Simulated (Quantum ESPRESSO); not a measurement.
Crystal: CoO.

```
Co O
1.0
     2.85630    0.00000    0.00000
    -1.42815    2.47363    0.00000
     0.00000    0.00000    2.78761
Co O
1 1
Direct
  0.00000 0.00000 0.00000
  0.66667 0.33333 0.50000
```

Measurements of this composition are mostly on another form, of space group No. 225.

Base run:

```yaml
Program: Quantum ESPRESSO 7.5
Functional: LDA
Potentials_or_basis: SSSP 1.3 efficiency PBE
Cutoff: 748 eV
Density_cutoff: 5987 eV
k_mesh: 11 × 11 × 10
Occupations: fermi-dirac, width 0.05 eV
Spin: collinear spin, ferromagnetic start
Starting_moments: "[2.0, 0.0] μB"
Hubbard_terms: Co d U = 4 eV
```

Its results: band gap on the k mesh none (metal or under the smearing width); pressure -17.3 GPa; net moment 3.00 μB per cell; site moments Co +2.59; O +0.32 μB.

Q: The run is repeated on the same cell with these changes: hubbard terms from Co d U = 4 eV to Co d U = 1 eV. What comes out?

A: Band gap on the k mesh none (metal or under the smearing width); pressure -24.0 GPa; net moment 3.00 μB per cell; site moments Co +2.52; O +0.41 μB.

Caveats: the potentials were made for another functional, which shifts forces and pressure; a cell with one magnetic atom can't hold antiferromagnetic order, which such compounds often take.

Not every run made on this cell is shown here.
